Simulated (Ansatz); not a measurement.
Input of an Ansatz 0.2.0 run:

The input input.yaml:

```yaml
crystal:
  lattice:
    - [3.14, 0.0, 0.0]
    - [-1.57, 2.7193197679, 0.0]
    - [0.0, 0.0, 3.48]
  atoms:
    - { symbol: Hf, position: [0.0, 0.0, 0.0] }
    - { symbol: B, position: [0.6666666667, 0.3333333333, 0.5] }
    - { symbol: B, position: [0.3333333333, 0.6666666667, 0.5] }
hamiltonian:
  xc: pbesol
  pseudopotentials: { kind: paw }
kpoints:
  mp_grid: { grid: [10, 10, 8] }
  band_path:
    path:
      - [[0.0, 0.0, 0.0], [0.5, 0.0, 0.0], [0.3333333333, 0.3333333333, 0.0], [0.0, 0.0, 0.0], [0.0, 0.0, 0.5], [0.5, 0.0, 0.5], [0.3333333333, 0.3333333333, 0.5], [0.0, 0.0, 0.5]]
      - [[0.5, 0.0, 0.5], [0.5, 0.0, 0.0]]
      - [[0.3333333333, 0.3333333333, 0.0], [0.3333333333, 0.3333333333, 0.5]]
    npoints: 14
scf:
  occupations: { method: fermi_dirac, width: 0.05 }
  n_extra_bands: 7
output:
  forces: true
  stress: true
  eigenvalues: true
  fatbands: true
  write_density: true
  write_potential: true
  elf: true
  volumetric_format: npy
```

Potentials or basis: Ansatz PAW.

The run is started by

```sh
$ ansatz run input.yaml --threads 2 --pin off --max-ram 5632MiB --backend cpu --events-out ev --progress --plain --runs-dir out
```

(1) Estimate the pressure.

(2) Estimate the band gap on the k mesh.

Answers

(1) -4.3 GPa.

(2) none (metal or under the smearing width).

Caveat: spin-orbit coupling is left out, which moves the levels of the heavy elements; the PAW data sets come from PBE, with cores solved anew for the run's functional, which leaves a small shift of forces and pressure.
